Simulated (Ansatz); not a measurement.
**S: computed properties**

Theory: Ansatz, DFT PBE+D3(BJ), scalar-relativistic, plane waves, PAW.

Plane waves to 420 eV, a k mesh through Γ of 9×9×9 on the computed 6-atom cell and Gaussian smearing (0.02 eV); no spin polarisation.

The structure is relaxed at this level of theory with its symmetry kept. This form isn't the element's structure at ambient conditions.

```cif
data_structure
_symmetry_space_group_name_H-M 'R-3:H'
_symmetry_Int_Tables_number 148
_cell_length_a 10.5663
_cell_length_b 10.5663
_cell_length_c 4.1836
_cell_angle_alpha 90.000
_cell_angle_beta 90.000
_cell_angle_gamma 120.000
_cell_volume 404.50
loop_
_atom_site_label
_atom_site_type_symbol
_atom_site_symmetry_multiplicity
_atom_site_Wyckoff_symbol
_atom_site_fract_x
_atom_site_fract_y
_atom_site_fract_z
_atom_site_occupancy
S1 S 18 f 0.81912 0.52828 0.44087 1
```

* Space group: R-3 (No. 148)
* Volume per atom: 151.7 bohr³
* Kohn–Sham band gap: 1.83 eV, indirect from T to (0.229, 0.161, -0.245) (the valley at (0.500, -0.464, 0.464) lies within 0.03 eV, so the order isn't resolved)
* Löwdin character of the top 1 eV of the valence band: S 3p 94 %
* Löwdin character of the lowest 1 eV of the conduction band: S 3p 79 %, S 3s 12 %, unprojected 9 %
* Electron masses at the edge by Cartesian direction of the standard setting (m_e; degenerate bands sorted by energy; no spin-orbit coupling): x: 0.83; y: 0.59; z: 1.3
* Hole masses at the edge by Cartesian direction of the standard setting (m_e; degenerate bands sorted by energy; no spin-orbit coupling): x: 7.3; y: 7.3; z: 0.94
* Bulk modulus: 11.5 GPa
* Its pressure derivative: 7.7
* Electronic dielectric constant xx, yy, zz of the standard setting (independent particles): 8.8, 8.8, 5.0
* Bader charges (e): S (6 in the cell) 0.00

An odd mesh misses points on the zone edge, so a gap read on it can be too wide.